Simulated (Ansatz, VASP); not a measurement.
**PbS (Galena) in VASP and in Ansatz**

INCAR

```
ALGO = Normal ; EDIFF = 1E-6
ENCUT = 520 ; GGA = PS
ISIF = 2 ; ISMEAR = 0
LASPH = True ; LCHARG = True
LELF = True ; LREAL = False
LVHAR = True ; LWAVE = False
NBANDS = 17 ; NELM = 80
PREC = Accurate ; SIGMA = 0.01
```

File KPOINTS:

```
k-points
0
Gamma
  6 6 6
```

POSCAR

```
PbS
1.0
    0.0000000000      2.9657500000      2.9657500000
    2.9657500000      0.0000000000      2.9657500000
    2.9657500000      2.9657500000      0.0000000000
Pb S
1 1
Direct
    0.0000000000      0.0000000000      0.0000000000
    0.5000000000      0.5000000000      0.5000000000
```

Input for Ansatz:

```yaml
crystal:
  lattice:
    - [0.0, 2.96575, 2.96575]
    - [2.96575, 0.0, 2.96575]
    - [2.96575, 2.96575, 0.0]
  atoms:
    - { symbol: Pb, position: [0.0, 0.0, 0.0] }
    - { symbol: S, position: [0.5, 0.5, 0.5] }
kpoints:
  mp_grid:
    grid: [6, 6, 6]
hamiltonian:
  xc: pbesol
  pseudopotentials:
    kind: paw
scf:
  occupations:
    method: fixed
output:
  forces: true
  stress: true
  eigenvalues: true
```

Alike in both runs: task single point; functional PBEsol; k mesh 6 × 6 × 6; no spin polarisation.

|  | VASP | Ansatz |
| --- | --- | --- |
| version | VASP 6.6.1 | Ansatz 0.2.0 |
| potentials or method | VASP PAW PBE potentials, release 64 (Pb_d, S) | plane waves, PAW |
| plane-wave cutoff (eV) | 520 | 420 |
| occupations | gaussian, width 0.01 eV | fixed |
| valence electrons in the cell | 20 | 20 |

```tsv
	VASP	Ansatz	Ansatz less VASP
gap on the k mesh at the Fermi level (eV)	0.26	0.25	-0.006
pressure (GPa)	-0.9	-0.9	+0.05
```

Caveats: the PAW data sets were made with another functional, which shifts forces and pressure a little (VASP); spin-orbit coupling is left out, which as a rule narrows the gap of such compounds by several tenths of an eV.
